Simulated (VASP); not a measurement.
Bi:

```
Bi
1.0
    -1.99180    1.99180    1.99180
     1.99180   -1.99180    1.99180
     1.99180    1.99180   -1.99180
Bi
1
Direct
  0.00000 0.00000 0.00000
```

This isn't the form of Bi at room conditions, which is rhombohedral.

| Item | Value |
| --- | --- |
| Program | VASP 6.6.1 |
| Task | relaxation of cell and atoms |
| Functional | PBE |
| Dispersion | D3(BJ) |
| Potentials or basis | VASP PAW PBE potentials, release 64 (Bi_d) |
| Cutoff | 600 eV |
| k mesh | 16 × 16 × 16 |
| Occupations | gaussian, width 0.1 eV |
| Spin | no spin polarisation |

At the start: pressure -2.5 GPa; volume 31.61 Å³/atom.

Q: How do energy, volume and symmetry change on relaxing?

A: Over 3 steps the energy falls by 12.5 meV/atom and the volume is 30.08 Å³/atom (-4.8 %); space group Im-3m (No. 229, to 0.05 Å).

The path:
```csv
step,energy change (eV),largest force (eV/Å),pressure (GPa),volume (Å³)
1,0.0000,0.0000,-2.49,31.61
2,-0.0097,0.0000,1.38,29.41
3,-0.0125,0.0000,0.00,30.08
```

Final structure:
```
Bi
1.0
    -1.95926    1.95926    1.95926
     1.95926   -1.95926    1.95926
     1.95926    1.95926   -1.95926
Bi
1
Cartesian
  0.0000 0.0000 0.0000
```

Caveat: pairwise dispersion overbinds metals, which lowers pressure and volume.
